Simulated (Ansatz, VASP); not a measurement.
One calculation of LiF, two programs

```xyz
2
Lattice="0.0000 1.9280 1.9280 1.9280 0.0000 1.9280 1.9280 1.9280 0.0000" Properties=species:S:1:pos:R:3 pbc="T T T"
Li    0.0000    0.0000    0.0000
F     1.9280    1.9280    1.9280
```

Alike in both runs: task single point; functional LDA; k mesh 10 × 10 × 10; occupations gaussian, width 0.05 eV; no spin polarisation.

|  | VASP | Ansatz |
| --- | --- | --- |
| version | VASP 6.6.1 | Ansatz 0.2.0 |
| potentials or method | VASP PAW LDA potentials, release 64 (Li_sv, F) | scalar-relativistic, plane waves, PAW |
| plane-wave cutoff (eV) | 520 | 420 |
| valence electrons in the cell | 10 | 10 |

|  | VASP | Ansatz | Ansatz less VASP |
| --- | --- | --- | --- |
| gap on the k mesh at the Fermi level (eV) | 10.12 | 10.12 | +0.006 |
| least direct gap on the mesh (eV) | 10.12 | 10.12 | +0.006 |

 LDA gaps usually lie below the measured ones, often by a third to a half. A k mesh can miss the band edges.
